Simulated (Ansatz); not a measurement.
# TiCo under changes of volume

One of the cells (13.313 Å³/atom); the others are scaled copies at fixed shape and fractional positions:

```
Co Ti
1.0
     2.98611    0.00000    0.00000
     0.00000    2.98611    0.00000
     0.00000    0.00000    2.98611
Co Ti
1 1
Direct
  0.50000 0.50000 0.50000
  0.00000 0.00000 0.00000
```

The cell comes from a database or a generator and needn't be the stable form of this composition.

```yaml
Program: Ansatz 0.2.0
Functional: LDA
Potentials_or_basis: all-electron LAPW, scalar-relativistic
Cutoff: 278 eV (chosen from the basis error)
Basis_error_allowed: 0.001 eV/atom
k_mesh: 9 × 9 × 9
Occupations: fermi-dirac, width 0.05 eV
Spin: collinear spin, ferromagnetic start
Starting_moments: "[2.0, 1.0] μB"
```

```tsv
volume (Å³/atom)	energy over the lowest point (meV/atom)	pressure (GPa)	moment (μB per cell)
12.515	0.00	-4.5	0.44
12.781	10.82	-8.3	0.46
13.047	27.64	-11.7	0.47
13.313	49.84	-14.7	0.49
13.580	?	?	?
13.846	108.03	-19.8	0.53
14.112	142.98	-21.9	0.56
```

Question: What does the run at 13.580 Å³/atom give?

Answer: Energy over the lowest point 76.82 meV/atom; pressure -17.4 GPa; moment 0.51 μB per cell.

Worked out: A Birch-Murnaghan fit of order 3 (a polynomial in V^(-2/3)) to the other rows has its minimum at 12.23 Å³/atom, just outside them, with B0 = V·E''(V) = 211 GPa and B' = 4.4. It gives 76.86 meV/atom at 13.580 Å³/atom, against the run's 76.82, and -dE/dV = -17.6 GPa, against -17.4. A straight line through the other rows of the moment, of slope 0.073 μB per Å³/atom, gives 0.51 μB, against the run's 0.51.

Energies are extrapolated to zero smearing.
